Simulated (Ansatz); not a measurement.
# TiO2 (Anatase): band structure with revPBE

Crystal: TiO2 (Anatase).

```
CELL_PARAMETERS angstrom
-1.89210 1.89210 4.75730
1.89210 -1.89210 4.75730
1.89210 1.89210 -4.75730
ATOMIC_POSITIONS crystal
Ti 0.75000 0.25000 0.50000
Ti 0.00000 0.00000 0.00000
O 0.79190 0.79190 0.00000
O 0.54190 0.04190 0.50000
O 0.95810 0.45810 0.50000
O 0.20810 0.20810 0.00000
```

```
Program                             : Ansatz 0.2.0
Task                                : band structure
Functional                          : revPBE
Potentials or basis                 : Ansatz PAW
Cutoff                              : 420 eV (not typed: the program's choice for these potentials)
k mesh                              : 10 × 10 × 10
Occupations                         : fermi-dirac, width 0.05 eV
Spin                                : no spin polarisation
Path                                : [["G", "X", "Y", "S", "G", "Z", "S1", "N", "P", "Y1", "Z"], ["X", "P"]]
Points for each segment of the path : 14
```

```yaml
Pressure: 8.6 GPa
Largest_force: 0.151 eV/Å
Band_gap_on_the_k_mesh: 2.17 eV, indirect (least direct gap 2.49 eV)
Band_gap_along_the_path: 2.15 eV, indirect (least direct gap 2.49 eV)
```

Forces on the atoms (eV/Å):
```
Ti   0.000  0.000  0.000
Ti   0.000  0.000  0.000
O    0.000  0.000 -0.151
O    0.000  0.000 -0.151
O    0.000  0.000  0.151
O    0.000  0.000  0.151
```

Stress tensor (GPa, compression positive):
```
8.13 0.00 0.00
0.00 8.13 0.00
0.00 0.00 9.42
```

Levels at the corners of the path, in eV from the valence-band top:
| point | band 20 | band 21 | band 22 | band 23 | band 24 | band 25 | band 26 | band 27 | band 28 | band 29 |
| --- | --- | --- | --- | --- | --- | --- | --- | --- | --- | --- |
| Γ | -0.77 | -0.75 | -0.75 | -0.47 | -0.47 | 2.15 | 2.88 | 4.03 | 4.03 | 4.05 |
| X | -2.66 | -2.04 | -2.04 | -0.05 | -0.05 | 3.38 | 3.38 | 3.85 | 3.85 | 4.91 |
| Y | -2.76 | -1.89 | -1.89 | -0.09 | -0.09 | 3.35 | 3.35 | 3.79 | 3.79 | 4.80 |
| S | -1.86 | -1.17 | -0.93 | -0.90 | -0.81 | 3.25 | 3.51 | 3.60 | 3.65 | 4.28 |
| Γ | -0.77 | -0.75 | -0.75 | -0.47 | -0.47 | 2.15 | 2.88 | 4.03 | 4.03 | 4.05 |
| Z | -1.33 | -1.25 | -1.25 | -0.12 | -0.12 | 2.51 | 2.51 | 3.80 | 3.80 | 4.29 |
| S1 | -1.86 | -1.17 | -0.93 | -0.90 | -0.81 | 3.25 | 3.51 | 3.60 | 3.65 | 4.28 |
| N | -1.95 | -1.95 | -0.94 | -0.83 | -0.64 | 3.27 | 3.59 | 3.60 | 3.69 | 4.31 |
| P | -2.99 | -1.58 | -1.58 | -0.24 | -0.24 | 3.60 | 3.60 | 3.64 | 3.64 | 4.91 |
| Y1 | -2.76 | -1.89 | -1.89 | -0.09 | -0.09 | 3.35 | 3.35 | 3.79 | 3.79 | 4.80 |
| Z | -1.33 | -1.25 | -1.25 | -0.12 | -0.12 | 2.51 | 2.51 | 3.80 | 3.80 | 4.29 |
| X | -2.66 | -2.04 | -2.04 | -0.05 | -0.05 | 3.38 | 3.38 | 3.85 | 3.85 | 4.91 |
| P | -2.99 | -1.58 | -1.58 | -0.24 | -0.24 | 3.60 | 3.60 | 3.64 | 3.64 | 4.91 |

Run time: 33 s on 2 threads of Intel(R) Xeon(R) Processor @ 2.50GHz (Skylake/Cascade Lake), with other jobs on the host, peak memory 0.5 GiB.

Caveat: the pressure holds a Pulay correction of +0.6 GPa for the finite cutoff; the PAW data sets come from PBE, with cores solved anew for the run's functional, which leaves a small shift of forces and pressure.
